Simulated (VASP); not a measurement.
A run of VASP 6.6.1 is set up as follows.

INCAR

```
  PREC = Accurate
  ENCUT = 600
  EDIFF = 1E-7
  ISMEAR = 1
  SIGMA = 0.1
  LREAL = F
  LASPH = T
  NELM = 80
  ALGO = Normal
  ISIF = 3
  LWAVE = F
  LCHARG = F
  GGA = PE
  IVDW = 12
  IBRION = 2
  NSW = 90
  EDIFFG = -0.005
  KPAR = 2
```

File KPOINTS:

```
Automatic mesh
0
Gamma
  12 12 6
```

POSCAR

```
TiTe2                                   
1.0
    3.6984931453     -0.0000000000     -0.0000000000
   -1.8492465726      3.2029890195      0.0000000000
   -0.0000000000      0.0000000000      6.3674408730
  Ti              Te            
     1     2
Direct
     0.0000000000000000    0.0000000000000000    0.0000000000000000
     0.6666666667000030    0.3333333332999970    0.2717248387155200
     0.3333333332999970    0.6666666667000030    0.7282751612844799
```

Potentials or basis: VASP PAW PBE potentials, release 64 (Ti_sv, Te).

The run is started by

```console
$ cat potpaw_PBE.64/Ti_sv/POTCAR potpaw_PBE.64/Te/POTCAR > POTCAR
$ mpirun -np 2 vasp_std > vasp.out
```

**Question.** Estimate the band gap on the k mesh.

**Answer.** None (metal or under the smearing width).

**Question.** Predict the space group after relaxing (to 0.05 Å).

**Answer.** P-3m1 (No. 164).

**Question.** Estimate the relaxed cell.

**Answer.** a = 3.696 Å, b = 3.696 Å, c = 6.373 Å, α = 90.00°, β = 90.00°, γ = 120.00°.

**Question.** Predict the dispersion energy per atom.

**Answer.** -0.524 eV.

Forces on the atoms (eV/Å):
```
Ti   0.000  0.000  0.000
Te   0.000  0.000 -0.004
Te   0.000  0.000  0.004
```

The run has no spin-orbit coupling, so splittings on Te are missing.
